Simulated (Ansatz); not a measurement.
PbS:

```
CELL_PARAMETERS angstrom
3.65366 0.00000 0.00000
0.00000 3.65366 0.00000
0.00000 0.00000 3.65366
ATOMIC_POSITIONS crystal
Pb 0.00000 0.00000 0.00000
S 0.50000 0.50000 0.50000
```

Measurements of this composition are mostly on another form, of space group No. 225.

```yaml
Program: Ansatz 0.2.0
Task: single point
Functional: PBE
Potentials_or_basis: Ansatz PAW
Cutoff: "420 eV (not typed: the program's choice for these potentials)"
k_mesh: 7 × 7 × 7
Occupations: fermi-dirac, width 0.05 eV
Spin: no spin polarisation
```

On this cell: pressure 0.0 GPa; largest force zero by symmetry.

The same run follows on a disturbed copy (atoms moved at random, drawn with an rms of 0.05 Å):

```
CELL_PARAMETERS angstrom
3.65366 0.00000 0.00000
0.00000 3.65366 0.00000
0.00000 0.00000 3.65366
ATOMIC_POSITIONS crystal
Pb 0.99557 0.00879 0.99615
S 0.50194 0.49134 0.49616
```

Problem. What changes?

Solution. The energy moves by -1.4 meV/atom; pressure 0.0 GPa; largest force 0.078 eV/Å.

Forces on the atoms (eV/Å):
```
Pb  -0.026  0.074  0.000
S    0.026 -0.074  0.000
```

The energy falls, though the first cell shows no forces: that form is unstable against this distortion, unless noise or another electronic state is at work.
